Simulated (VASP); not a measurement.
Write the native input for VASP 6.6.1 that does the following.

```
Task                   : relaxation of cell and atoms
Functional             : PBEsol
Dispersion             : D3(BJ)
Potentials or basis    : VASP PAW PBE potentials, release 64 (Te, Pt)
Cutoff                 : 520 eV
k mesh                 : 9 × 9 × 9
Occupations            : gaussian, width 0.02 eV
Spin                   : collinear spin, ferromagnetic start
Starting moments       : [0, 0, 1, 1] μB
Further INCAR settings : ALGO = Normal; EDIFF = 1e-07; IBRION = 2; EDIFFG = -0.002; NSW = 80; ISIF = 3
```

The structure of TePt lies in POSCAR:

```
TePt                                    
1.0
    1.9591600952      1.1311216097      6.3942631497
   -1.9591600952      1.1311216097      6.3942631497
    0.0000000000     -2.2622432098      6.3942631498
  Te              Pt            
     2     2
Direct
     0.6020605307681353    0.6020605307681353    0.6020605307681601
     0.3979394692318649    0.3979394692318649    0.3979394692318399
     0.8708966611974666    0.8708966611974666    0.8708966611974566
     0.1291033388025336    0.1291033388025336    0.1291033388025436
```

The input as run:

INCAR

```
SYSTEM = TePt
  PREC = Accurate
  ENCUT = 520
  EDIFF = 1E-7
  ISMEAR = 0
  SIGMA = 0.02
  LREAL = .False.
  LASPH = .True.
  NELM = 120
  ALGO = Normal
  ISIF = 3
  LWAVE = .False.
  LCHARG = .False.
  ISPIN = 2
  MAGMOM = 0 0 1 1
  LORBIT = 11
  LMAXMIX = 4
  GGA = PS
  IVDW = 12
  IBRION = 2
  NSW = 80
  EDIFFG = -0.002
```

KPOINTS

```
regular mesh
0
Gamma
  9 9 9
  0 0 0
```

Potentials or basis: VASP PAW PBE potentials, release 64 (Te, Pt).

The run is started by

```bash
$ cat potpaw_PBE.64/Te/POTCAR potpaw_PBE.64/Pt/POTCAR > POTCAR
$ mpirun -np 1 vasp_std > vasp.out
```

Results of the run:

The pressure after relaxing is 0.0 GPa, the band gap on the k mesh is none (metal or under the smearing width) and the net moment is 0.00 μB per cell. The valence electrons inside the program's atomic spheres are Te 3.35; Pt 9.48. The dispersion energy per atom is -0.587 eV.

Caveat: the relaxation stopped at its first step, so nothing moved; the PAW data sets were made with another functional, which shifts forces and pressure a little; pairwise dispersion overbinds metals, which lowers pressure and volume.

It took 7.7 min on 1 thread of Intel(R) Xeon(R) 6975P-C (Granite Rapids), on a shared host, peak memory 0.58 GiB.
